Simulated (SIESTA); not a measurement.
## Al under changes of volume

One of the cells (16.116 Å³/atom); the others are scaled copies at fixed shape and fractional positions:

```
CELL_PARAMETERS angstrom
-1.59122 1.59122 1.59122
1.59122 -1.59122 1.59122
1.59122 1.59122 -1.59122
ATOMIC_POSITIONS crystal
Al 0.00000 0.00000 0.00000
```

This isn't the form of Al at room conditions, which is fcc.

| Item | Value |
| --- | --- |
| Program | SIESTA 5.4.2 |
| Functional | LDA |
| Potentials or basis | PseudoDojo 0.4 standard (LDA files) |
| Basis | DZP (energy shift 0.003 Ry) |
| Grid cutoff | 500 Ry |
| Energy shift | 0.003 Ry |
| k mesh | 12 × 12 × 12 |
| Occupations | fermi-dirac, width 0.05 eV |
| Spin | no spin polarisation |

```tsv
volume (Å³/atom)	energy over the lowest point (meV/atom)	pressure (GPa)
15.149	20.83	6.4
15.471	?	?
15.793	3.20	2.5
16.116	0.00	0.8
16.438	0.09	-0.8
16.760	3.18	-2.2
17.083	8.94	-3.4
```

Task: What does the run at 15.471 Å³/atom give?

Result: Energy over the lowest point 10.04 meV/atom; pressure 4.4 GPa.

Worked out: A Birch-Murnaghan fit of order 3 (a polynomial in V^(-2/3)) to the other rows has its minimum at 16.27 Å³/atom with B0 = V·E''(V) = 79 GPa and B' = 4.0. It gives 10.01 meV/atom at 15.471 Å³/atom, against the run's 10.04, and -dE/dV = 4.4 GPa, against 4.4.

Energies are extrapolated to zero smearing.

Caveats: the basis of atomic orbitals isn't converged, which shifts pressures, moduli and gaps.
